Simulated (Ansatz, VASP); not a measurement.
**Two plane-wave programs on Pb**

```
Pb
1.0
     3.41253    0.00000    0.00000
    -1.70627    2.95534    0.00000
     0.00000    0.00000    5.74277
Pb
2
Direct
  0.33333 0.66667 0.25000
  0.66667 0.33333 0.75000
```

Alike in both runs: functional PBE; k mesh 13 × 13 × 7; occupations fermi-dirac, width 0.1 eV; no spin polarisation.

Ansatz relaxed the structure, and its values are those at the end. VASP's run is a single point on that final structure, the one shown.

|  | VASP | Ansatz |
| --- | --- | --- |
| version | VASP 6.6.1 | Ansatz 0.2.0 |
| potentials or method | VASP PAW PBE potentials, release 64 (Pb_d) | PAW with Ansatz's default frozen-core files, scalar-relativistic |
| plane-wave cutoff (eV) | 520 | 420 |
| valence electrons in the cell | 28 | 28 |

Ansatz gave:

```
pressure (GPa) : 4.9
```

Task: What did VASP give for the same quantities?

Result: Pressure (GPa): 4.8.

The runs have no spin-orbit coupling, so splittings on Pb are missing.
